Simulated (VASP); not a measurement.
# BeTe in VASP 6.6.1, single-point calculation

INCAR

```
ENCUT = 520
SIGMA = 0.05
LREAL = .FALSE.
EDIFF = 1E-7
LWAVE = .FALSE.
IBRION = -1
NSW = 0
ISIF = 2
LASPH = .TRUE.
ISMEAR = -5
LCHARG = .FALSE.
NELM = 63
PREC = Accurate
NBANDS = 11
GGA = PE
```

KPOINTS

```
KPOINTS created by Atomic Simulation Environment
0
Gamma
6 6 6
0 0 0
```

POSCAR

```
Be Te
 1.0000000000000000
     0.0000000000000000    2.9134823341999998    2.7623335088999998
     2.9134823341999998    0.0000000000000000    2.7623335088999998
     2.9134823341999998    2.9134823341999998    0.0000000000000000
 Be  Te
   1   1
Cartesian
  0.0000000000000000  0.0000000000000000  0.0000000000000000
  1.4567411670999999  1.4567411670999999  1.3811667544500001
```

The recommended PBE PAW datasets give the neutral cell 8 valence electrons.

Command

```
mpirun -np 1 vasp_std
```

Task: How does this run end, and what does it give?

Result: It converged. Results: gap between bands v and c on the k mesh 1.71 eV; least direct gap on the k mesh 3.29 eV; pressure -1.6 GPa. Band v is the last that the valence electrons fill when counted band by band, and c is the next.

OSZICAR

```
N       E                     dE             d eps       ncg     rms          rms(c)
DAV:   1     0.189932132454E+02    0.18993E+02   -0.31960E+03   660   0.583E+02
DAV:   2    -0.659033125411E+01   -0.25584E+02   -0.24822E+02   879   0.897E+01
DAV:   3    -0.768271348713E+01   -0.10924E+01   -0.10906E+01   875   0.199E+01
DAV:   4    -0.769371040632E+01   -0.10997E-01   -0.10996E-01   784   0.226E+00
DAV:   5    -0.769392627678E+01   -0.21587E-03   -0.21587E-03   861   0.302E-01    0.382E+00
DAV:   6    -0.761950204851E+01    0.74424E-01   -0.81362E-02   774   0.114E+00    0.231E+00
DAV:   7    -0.759603475478E+01    0.23467E-01   -0.81802E-02   771   0.126E+00    0.387E-01
DAV:   8    -0.759681177805E+01   -0.77702E-03   -0.51114E-03   759   0.404E-01    0.665E-02
DAV:   9    -0.759705256494E+01   -0.24079E-03   -0.28966E-04   787   0.100E-01    0.252E-02
DAV:  10    -0.759711044526E+01   -0.57880E-04   -0.70181E-05   755   0.428E-02    0.133E-02
DAV:  11    -0.759711371946E+01   -0.32742E-05   -0.29802E-06   850   0.103E-02    0.689E-03
DAV:  12    -0.759711528097E+01   -0.15615E-05   -0.31995E-06   741   0.997E-03    0.260E-03
DAV:  13    -0.759711532264E+01   -0.41666E-07   -0.19934E-08   740   0.986E-04
   1 F= -.75971153E+01 E0= -.75971153E+01  d E =0.000000E+00
```

For comparison, a separate PBE run of the intended cell, on usual settings and not on those above, gives a gap of 1.71 eV on its mesh and a pressure of -1.6 GPa.
